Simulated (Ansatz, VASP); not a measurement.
One calculation of Ir, two programs

```
Ir
1.0
     2.75138    0.00000    0.00000
    -1.37569    2.38276    0.00000
     0.00000    0.00000    4.39536
Ir
2
Direct
  0.66667 0.33333 0.75000
  0.33333 0.66667 0.25000
```

Change from the starting cell: strain +0.000 along x and y, -0.015 along z, atoms carried along.

Alike in both runs: task single point; functional PBEsol; k mesh 18 × 18 × 12; occupations gaussian, width 0.15 eV; no spin polarisation.

```csv
,VASP,Ansatz
version,VASP 6.6.1,Ansatz 0.2.0
potentials or method,"VASP PAW PBE potentials, release 64 (Ir)","scalar-relativistic, plane waves, PAW"
plane-wave cutoff (eV),520,420
valence electrons in the cell,18,34
```

```csv
,VASP,Ansatz,Ansatz less VASP
gap on the k mesh at the Fermi level (eV),none,none,-
pressure (GPa),-6.5,-7.3,-0.84
largest component of the traceless stress (GPa),3.68,3.64,-0.034
```

A gap of «none» marks a metal or a gap that the smearing closes. The functional is the same, so the differences come from potentials, cutoffs and numerics. The two sets of potentials don't hold the same shells in valence.

Caveats: the PAW data sets were made with another functional, which shifts forces and pressure a little (VASP). The runs have no spin-orbit coupling, so splittings on Ir are missing.
